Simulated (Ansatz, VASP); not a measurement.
# CaO in two plane-wave programs, part 2 of 2

Wanted: the spread between two codes on one cell, functional and k mesh.  Other levels of theory on this material are compared in a session of their own.

VASP 6.6.1 and Ansatz 0.2.0.

So far. Step 2 (VASP: single point, PBEsol): The run ends at a pressure of -2.86 GPa. Step 3 (Ansatz: single point, PBEsol): The run ends at a pressure of -3.40 GPa.

### Step 5. VASP: single point, r2SCAN, volume scaled by 0.985

Level of this step: r2SCAN; plane waves and PAW (Ca_sv, O) (VASP).

A single point gives forces, pressure and levels at one fixed geometry, so differences don't come from the geometry; what else differs is listed under the comparison. The cell compared in this pair holds 27.38 Å³, against 27.95 Å³ for the pair before.

The input asks for a relaxation, which ended at its first step since no free force or stress exceeded the threshold; so it serves as a single point.

INCAR reads:

```
SYSTEM = CaO
PREC = Accurate
ENCUT = 560
EDIFF = 1E-06
NELM = 100
ISMEAR = 0
SIGMA = 0.03
LREAL = .FALSE.
ALGO = Normal
METAGGA = R2SCAN
LASPH = .TRUE.
NBANDS = 14
LORBIT = 11
LWAVE = .FALSE.
LCHARG = .FALSE.
KPAR = 4
IBRION = 2
NSW = 30
ISIF = 4
EDIFFG = -0.01
```

POSCAR reads:

```
CaO
1.0
    0.0000000000      2.3921167700      2.3921167700
    2.3921167700      0.0000000000      2.3921167700
    2.3921167700      2.3921167700      0.0000000000
Ca O
1 1
Direct
    0.0000000000      0.0000000000      0.0000000000
    0.5000000000      0.5000000000      0.5000000000
```

KPOINTS reads:

```
Automatic mesh
0
Gamma
8 8 8
0 0 0
```

PAW data sets: Ca_sv and O (PBE family, release 64).

Run with:

```
$ mpirun -np 4 vasp_std
```

Numbers of over 12 decimals in the logs are rounded to 6 here.

What it wrote:

```text
[banner, memory and clock lines left out]
running    4 mpi-ranks, on    1 nodes
[...]
[... a notice as in an earlier step ...]

 LDA part: xc-table for (None), standard interpolation
 POSCAR, INCAR and KPOINTS ok, starting setup
[...]
entering main loop
       N       E                     dE             d eps       ncg     rms          rms(c)
DAV:   1     0.126582562226E+03    0.12658E+03   -0.89740E+03   812   0.126E+03
DAV:   2    -0.190845036828E+02   -0.14567E+03   -0.13626E+03  1022   0.323E+02
DAV:   3    -0.250900572134E+02   -0.60056E+01   -0.59630E+01   988   0.694E+01
DAV:   4    -0.252789573810E+02   -0.18890E+00   -0.18871E+00  1158   0.105E+01
[...]
DAV:  12    -0.194526595345E+02    0.88362E-04   -0.26933E-04   932   0.146E-01    0.110E-02
DAV:  13    -0.194526629443E+02   -0.34098E-05   -0.17442E-05   944   0.435E-02    0.882E-03
DAV:  14    -0.194526629491E+02   -0.47926E-08   -0.39584E-07   464   0.625E-03
   1 F= -.19452663E+02 E0= -.19452663E+02  d E =-.194527E+02
[...]
reached required accuracy - stopping structural energy minimisation
```

Parts of OUTCAR (step 5):

```text
  Total        0.2989714      0.2989714      0.2989714      0.0000000     -0.0000000      0.0000000
  in kB       17.4969804     17.4969804     17.4969804      0.0000000     -0.0000000      0.0000000
  external PRESSURE =      17.4969804 kB  Pullay stress =       0.0000000 kB

 POSITION                                       TOTAL-FORCE (eV/Angst)
 -----------------------------------------------------------------------------------
      0.00000      0.00000      0.00000        -0.000000      0.000000     -0.000000
      2.39212      2.39212      2.39212         0.000000     -0.000000      0.000000
 -----------------------------------------------------------------------------------
    total drift:                                0.000000      0.000000      0.000000

  FREE ENERGIE OF THE ION-ELECTRON SYSTEM (eV)
  ---------------------------------------------------
  free  energy   TOTEN  =       -19.4526629491 eV

  energy  without entropy=      -19.4526629491  energy(sigma->0) =      -19.45266295

 reached required accuracy - stopping structural energy minimisation

[... 1 part as in an earlier step ...]

[... 2 further parts left out ...]
[key lines of the parts left out:]
E-fermi :   2.3300
```

### Step 6. Ansatz: single point, r2SCAN, volume scaled by 0.985

The same cell, functional, mesh and smearing now go to Ansatz, which takes its cutoff from its data sets.

The cell is a member of a volume series, scaled by 0.985 from a relaxed one, so a pressure remains.

input.yaml reads:

```yaml
crystal:
  lattice:
    - [0.0, 2.39211677, 2.39211677]
    - [2.39211677, 0.0, 2.39211677]
    - [2.39211677, 2.39211677, 0.0]
  atoms:
    - { symbol: Ca, position: [0.0, 0.0, 0.0] }
    - { symbol: O, position: [0.5, 0.5, 0.5] }
hamiltonian:
  xc: r2scan
  pseudopotentials: { kind: paw }
kpoints:
  mp_grid: { grid: [8, 8, 8] }
scf:
  occupations: { method: gaussian, width: 0.03 }
  n_extra_bands: 4
output:
  forces: true
  stress: true
  eigenvalues: true
  write_density: true
  write_potential: true
  elf: true
  volumetric_format: npy
```

Run with:

```
$ ansatz run input.yaml --threads 2 --pin off --max-ram 4608MiB --backend cpu --events-out ev --progress --plain --runs-dir out
```

What it wrote:

```text
[...]
Crystal: 2 atoms, lattice volume = 27.376 Å³
Basis set: ecut = 500 eV, 725 PW (Γ), exchange–correlation on 100×100×100 points (64 copies of the dense FFT grid, shifted against one another)
Bands: 12, of which v1, the nominal top of the filled ones, is band 8 counted from 1 (7 counted from 0)
Symmetry: 48 space group operations
[...]
k-points: 29 of 512
[...]
--- Band table (eV; the first three rows and the last of 29) ---
  k-point 0: bands = [... 4 lower, -8.9897, 7.5045, 7.5045, 7.5045, 13.0585, 14.3916, 14.3916, 14.3916]
  k-point 1: bands = [... 4 lower, -8.7259, 6.9874, 7.2942, 7.2942, 13.7406, 14.3484, 14.6655, 14.6655]
  k-point 2: bands = [... 4 lower, -8.2225, 5.9909, 6.8402, 6.8402, 14.4257, 15.2232, 15.3859, 15.3859]
  k-point 28: bands = [... 4 lower, -8.3073, 6.2078, 6.4576, 6.4576, 14.4770, 14.4770, 16.7224, 17.8230]
[key lines of the parts left out:]
SCF converged after 6 iterations
Free energy (F): -2394.093849 eV
Fermi energy:    9.603136 eV
P = ⅓ Tr σ = 0.7879 GPa (7.879 kbar)
```

Wall time 1.4 s (2 threads of Arm Neoverse V1, shared host); peak memory 0.34 GiB.

The run ends at a pressure of 0.79 GPa.

### Step 7. Differences

What differs besides the data sets and the points named for the pairs above, as far as they apply: VASP keeps PBE cores, Ansatz makes them for the functional; the cutoff is 500 eV in Ansatz and 560 eV in VASP. Total energies have different zeros and are not compared.

Both answers:

```
                                        quantity  Ansatz   VASP  difference
                                  pressure (GPa)    0.79   1.75       -0.96
pressure without Ansatz's Pulay correction (GPa)    0.73   1.75       -1.02
                          gap on the k mesh (eV)   4.197  4.184      +0.014
```

A gap on the mesh is an upper bound, since the band edges may lie between its points. Ansatz's pressure holds a Pulay correction of 0.05 GPa; VASP's holds none.

### Step 8. Outcome

```
difference in gap on the k mesh (single point, PBEsol)                         : 0.022 eV
difference in pressure (single point, PBEsol)                                  : -0.54 GPa
difference in gap on the k mesh (single point, r2SCAN, volume scaled by 0.985) : 0.014 eV
difference in pressure (single point, r2SCAN, volume scaled by 0.985)          : -0.96 GPa
```

In words: The difference in pressure is -0.96 GPa (single point, r2SCAN, volume scaled by 0.985), at about the 1 GPa picked in this series as the mark of a large difference. 4 further runs of this series are not shown here. How closely two codes agree says nothing of how well the functional describes the real material.

[Lines on the potential files, build, host, timing and source positions are cut from VASP's logs without a mark.]

[Logs are printed without paths, hosts, clocks, repeated set-up lines and the standing remarks that a program may print on its own settings, such as how far it seeks lower states.]

[Hosts, paths, dates, database ids (printed as entryN), source tags and the programs' standing remarks are cut or masked in the printed files.]
